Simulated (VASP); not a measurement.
# Ga2O3 (R-3c) in VASP: a series of runs

One crystal, Ga2O3, is run at these levels: LDA, PBE, PBEsol, r2SCAN; tasks: relaxation of cell and atoms.

Everything below comes from runs of VASP 6.6.1. Logs are shortened: lines on timing, memory, paths and dates and some standing lists are left out, and cuts for length are marked.

### Step 1. The crystal as given

The structure is trigonal, space group R-3c (No. 167). The conventional cell has a = 4.983 Å, b = 4.983 Å, c = 13.433 Å, α = 90.00°, β = 90.00°, γ = 120.00°. Ga (site symmetry 3) has 6 O at 1.92 to 2.08 Å as nearest neighbours. Around O (site symmetry 2) lie 4 Ga at 1.92 to 2.08 Å.

The cell was built by a generator and needn't be a form met in nature.

### Step 2. Relaxation of cell and atoms, LDA

Input file INCAR:

```
PREC = Accurate ; ENCUT = 600
EDIFF = 1E-7 ; ISMEAR = -1
SIGMA = 0.05 ; LREAL = F
LASPH = T ; NELM = 80
ALGO = Normal ; ISIF = 3
LWAVE = F ; LCHARG = F
GGA = CA ; IBRION = 2
NSW = 40 ; EDIFFG = -0.02
```

Input file KPOINTS:

```
regular mesh
0
Gamma
  4 4 4
```

Input file POSCAR:

```
Ga2O3
1.0
    2.8769363900      0.0000000000      4.4776666700
   -1.4384682000      2.4915000000      4.4776666700
   -1.4384682000     -2.4915000000      4.4776666700
Ga O
4 6
Direct
    0.3554000000      0.3554000000      0.3554000000
    0.1446000000      0.1446000000      0.1446000000
    0.6446000000      0.6446000000      0.6446000000
    0.8554000000      0.8554000000      0.8554000000
    0.5549000000     -0.0549000000      0.2500000000
   -0.0549000000      0.2500000000      0.5549000000
    0.2500000000      0.5549000000     -0.0549000000
    0.4451000000      1.0549000000      0.7500000000
    1.0549000000      0.7500000000      0.4451000000
    0.7500000000      0.4451000000      1.0549000000
```

Potentials or basis: VASP PAW LDA potentials, release 64 (Ga_d, O).

Launch:

```sh
> cat potpaw_LDA.64/Ga_d/POTCAR potpaw_LDA.64/O/POTCAR > POTCAR
> mpirun -np 1 vasp_std > vasp.out
```

OUTCAR:

```text
PREC = Accurate
   ENCUT = 600
   EDIFF = 1E-7
   ISMEAR = -1
   LREAL = F
   LASPH = T
   NELM = 80
   ISIF = 3
   GGA = CA
   IBRION = 2
   NSW = 40
   EDIFFG = -0.02

 ion  position               nearest neighbor table
   1  0.355  0.355  0.355-   8 1.92  10 1.92   9 1.92   6 2.08   7 2.08   5 2.08   2 2.83
   2  0.145  0.145  0.145-   9 1.92  10 1.92   8 1.92   5 2.08   7 2.08   6 2.08   1 2.83
   3  0.645  0.645  0.645-   5 1.92   7 1.92   6 1.92   9 2.08  10 2.08   8 2.08   4 2.83
   4  0.855  0.855  0.855-   6 1.92   7 1.92   5 1.92   8 2.08  10 2.08   9 2.08   3 2.83
   5  0.555  0.945  0.250-   3 1.92   4 1.92   2 2.08   1 2.08
   6  0.945  0.250  0.555-   4 1.92   3 1.92   1 2.08   2 2.08
   7  0.250  0.555  0.945-   3 1.92   4 1.92   1 2.08   2 2.08
   8  0.445  0.055  0.750-   1 1.92   2 1.92   4 2.08   3 2.08
   9  0.055  0.750  0.445-   2 1.92   1 1.92   3 2.08   4 2.08
  10  0.750  0.445  0.055-   1 1.92   2 1.92   3 2.08   4 2.08

  LATTYP: Found a trigonal (rhomboedric) cell.
 ALAT       =     5.3222421798
 COS(alpha) =     0.5617090395

  Lattice vectors:

 A1 = (   2.8769363900,   0.0000000000,   4.4776666700)
 A2 = (  -1.4384682000,   2.4915000000,   4.4776666700)
 A3 = (  -1.4384682000,  -2.4915000000,   4.4776666700)

Analysis of symmetry for initial positions (statically):
=====================================================================
 Subroutine PRICEL returns:
 Original cell was already a primitive cell.

 Routine SETGRP: Setting up the symmetry group for a
 trigonal (rhombohedral) supercell.

 Subroutine GETGRP returns: Found 12 space group operations
 (whereof  6 operations were pure point group operations)
 out of a pool of 12 trial point group operations.

The static configuration has the point symmetry S_6 .
 The point group associated with its full space group is D_3d.

Analysis of symmetry for dynamics (positions and initial velocities):
=====================================================================
 Subroutine PRICEL returns:
 Original cell was already a primitive cell.

 Routine SETGRP: Setting up the symmetry group for a
 trigonal (rhombohedral) supercell.

 Subroutine GETGRP returns: Found 12 space group operations
 (whereof  6 operations were pure point group operations)
 out of a pool of 12 trial point group operations.

The dynamic configuration has the point symmetry S_6 .
 The point group associated with its full space group is D_3d.

 Subroutine INISYM returns: Found 12 space group operations
 (whereof  6 operations are pure point group operations),
 and found     1 'primitive' translations

----------------------------------------------------------------------------------------

[... 92 lines left out ...]
   LSORBIT =      F    spin-orbit coupling
   LASPH  =      T    aspherical Exc in radial PAW
   ENCUT  =  600.0 eV  44.10 Ry    6.64 a.u.  10.63 10.63 10.63*2*pi/ulx,y,z
   NELM   =     80;   NELMIN=  2; NELMDL= -5     # of ELM steps
   EDIFF  = 0.1E-06   stopping-criterion for ELM
   LREAL  =      F    real-space projection
   EDIFFG = -.2E-01   stopping-criterion for IOM
   NSW    =     40    number of steps for IOM
   IBRION =      2    ionic relax: 0-MD 1-quasi-New 2-CG
   NFREE  =      1    steps in history (QN), initial steepest desc. (CG)
   ISIF   =      3    stress and relaxation
   ISYM   =      2    0-nonsym 1-usesym 2-fastsym
   POTIM  = 0.5000    time-step for ionic-motion
   TEBEG  =    0.0;   TEEND  =   0.0 temperature during run
   PSTRESS=    0.0 pullay stress
   NELECT =      88.0000    total number of electrons
   NUPDOWN=      -1.0000    fix difference up-down
   EMIN   =  10.00;   EMAX   =-10.00  energy-range for DOS
   EFERMI =   0.00;   METHOD = LEGACY
   ISMEAR =    -1;   SIGMA  =   0.05  broadening in eV -4-tet -1-fermi 0-gaus
   EFERMI_NEDOS =   21; number of points for ismear=-14 and -15
   IALGO  =     38    algorithm
   IMIX   =      4    mixing-type and parameters
     AMIX     =   0.40;   BMIX     =  1.00
     AMIX_MAG =   1.60;   BMIX_MAG =  1.00
  volume/ion in A,a.u.               =       9.63        64.98
  Fermi-wavevector in a.u.,A,eV,Ry     =   1.588721  3.002248 34.341578  2.524035
  Thomas-Fermi vector in A             =   2.687681
   LORBIT       =      0    0 simple, 1 ext, 2 COOP (PROOUT), +10 PAW based schemes
   GGA     = CA    functional components
   LHFCALC =     F    Hartree Fock is set to
   AEXX    =    0.0000 exact exchange contribution
   IVDW    =     0    specifies the selected vdW correction
   LEPSILON=     F    determine dielectric tensor
   LRPA    =     F    only Hartree local field effects (RPA)
 conjugate gradient relaxation of ions
 non-spin polarized calculation
  energy-cutoff  :      600.00
  volume of cell :       96.29
 maximum number of plane-waves:      3233
 NGX is ok and might be reduce to    48
   NGX = 21   NGY = 21   NGZ = 21

--------------------------------------- Ionic step        1  -------------------------------------------

 number of electron      88.0000004 magnetization

 Free energy of the ion-electron system (eV)
  ---------------------------------------------------
  ext. energy  EPLUGINS =         0.00000000
  ---------------------------------------------------
  free energy    TOTEN  =       -68.26778806 eV

  energy without entropy =      -68.26778806  energy(sigma->0) =      -68.26778806

------------------------ aborting loop because EDIFF is reached ----------------------------------------

  FORCE on cell =-STRESS in cart. coord.  units (eV):
  Direction    XX          YY          ZZ          XY          YZ          ZX
  --------------------------------------------------------------------------------------
  -------------------------------------------------------------------------------------
  Total       -2.1305712     -2.1305712     -2.3394945      0.0000000     -0.0000000      0.0000000
  in kB      -35.4521411    -35.4521410    -38.9285701      0.0000000     -0.0000000      0.0000000
  external PRESSURE =     -36.6109508 kB  Pullay stress =       0.0000000 kB
[... 251 lines left out ...]
--------------------------------------- Ionic step        7  -------------------------------------------

 number of electron      88.0000002 magnetization

 Free energy of the ion-electron system (eV)
  ---------------------------------------------------
  ext. energy  EPLUGINS =         0.00000000
  ---------------------------------------------------
  free energy    TOTEN  =       -68.29307427 eV

  energy without entropy =      -68.29307427  energy(sigma->0) =      -68.29307427

 E-fermi :   5.5710     XC(G=0): -12.8589

 val. band max:        4.4308562300   @ k =   0.2500   0.0000   0.0000
 cond. band min:       7.4579548754   @ k =   0.0000   0.0000   0.0000
 fundamental gap:      3.0270986454
 Fermi energy:         5.5709696073

 k-point     1 :       0.0000    0.0000    0.0000
  band No.  band energies     occupation
      1     -14.4922      2.00000
      2     -12.3383      2.00000
      3     -12.3383      2.00000
      4     -12.2853      2.00000
      5     -12.2658      2.00000
      6     -12.2658      2.00000
[... 741 lines left out ...]
  FREE ENERGIE OF THE ION-ELECTRON SYSTEM (eV)
  ---------------------------------------------------
  free  energy   TOTEN  =       -68.2930742699 eV

  energy  without entropy=      -68.2930742698  energy(sigma->0) =      -68.29307427

 reached required accuracy - stopping structural energy minimisation
```

OSZICAR:

```text
N       E                     dE             d eps       ncg     rms          rms(c)
DAV:   1     0.127155667132E+04    0.12716E+04   -0.44561E+04  1556   0.346E+03
DAV:   2     0.216382123785E+03   -0.10552E+04   -0.10097E+04  1392   0.890E+02
DAV:   3    -0.526245353012E+02   -0.26901E+03   -0.26175E+03  1560   0.287E+02
[... 61 lines left out ...]
       N       E                     dE             d eps       ncg     rms          rms(c)
DAV:   1    -0.682929433550E+02    0.38837E-04   -0.64167E-02  1672   0.127E+00    0.335E-02
DAV:   2    -0.682930801441E+02   -0.13679E-03   -0.15452E-03  1756   0.270E-01    0.194E-02
DAV:   3    -0.682930741683E+02    0.59758E-05   -0.43144E-05  2072   0.599E-02    0.646E-03
DAV:   4    -0.682930743092E+02   -0.14092E-06   -0.88327E-06  1612   0.180E-02    0.165E-03
DAV:   5    -0.682930742699E+02    0.39317E-07   -0.58762E-07  1636   0.564E-03
   7 F= -.68293074E+02 E0= -.68293074E+02  d E =-.421661E-03
```

Wall time 10 min (1 thread of Intel Xeon Platinum 8259CL at 2.50GHz (Skylake/Cascade Lake), shared host); peak memory 0.29 GiB.

What came out:

| Quantity | Value |
| --- | --- |
| Free energy | -68.2931 eV |
| Relaxed volume | 9.47 Å³/atom |
| Relaxed cell | a = 5.288 Å, b = 5.288 Å, c = 5.288 Å, α = 55.95°, β = 55.95°, γ = 55.95° |
| Space group after relaxing (to 0.05 Å) | R-3c (No. 167) |
| Energy gained by relaxing | 2.5 meV/atom |
| Ionic steps | 7 |
| Pressure after relaxing | 0.0 GPa |
| Largest force after relaxing | 0.004 eV/Å |
| Band gap on the k mesh | 3.03 eV, indirect (least direct gap 3.26 eV) |

Forces in eV/Å, atoms in the order of the input:
```
Ga   0.000  0.000  0.000
Ga   0.000  0.000  0.000
Ga   0.000  0.000  0.000
Ga   0.000  0.000  0.000
O    0.004 -0.002  0.000
O   -0.004 -0.002  0.000
O    0.000  0.004  0.000
O   -0.004  0.002  0.000
O    0.004  0.002  0.000
O    0.000 -0.004  0.000
```

Stress tensor (GPa, compression positive):
```
 0.07  0.00  0.00
 0.00  0.07  0.00
 0.00  0.00 -0.11
```

Step by step:
| step | energy change (eV) | largest force (eV/Å) | pressure (GPa) | volume (Å³) |
| --- | --- | --- | --- | --- |
| 1 | 0.0000 | 0.1988 | -3.66 | 96.29 |
| 2 | -0.0061 | 0.0540 | 3.96 | 93.25 |
| 3 | -0.0226 | 0.1061 | 0.32 | 94.63 |
| 4 | -0.0248 | 0.0438 | 0.02 | 94.73 |
| 5 | -0.0249 | 0.0496 | -0.02 | 94.75 |
| 6 | -0.0252 | 0.0228 | 0.00 | 94.74 |
| 7 | -0.0253 | 0.0042 | 0.01 | 94.74 |

Final structure:
```
CELL_PARAMETERS angstrom
2.86425 0.00000 4.44479
-1.43212 2.48051 4.44479
-1.43212 -2.48051 4.44479
ATOMIC_POSITIONS crystal
Ga 0.35571 0.35571 0.35571
Ga 0.14429 0.14429 0.14429
Ga 0.64429 0.64429 0.64429
Ga 0.85571 0.85571 0.85571
O 0.55248 0.94752 0.25000
O 0.94752 0.25000 0.55248
O 0.25000 0.55248 0.94752
O 0.44752 0.05248 0.75000
O 0.05248 0.75000 0.44752
O 0.75000 0.44752 0.05248
```

A k mesh can miss the band edges. As with any semilocal functional, this LDA gap is likely too small.

(Part 1 of 3 ends here.)
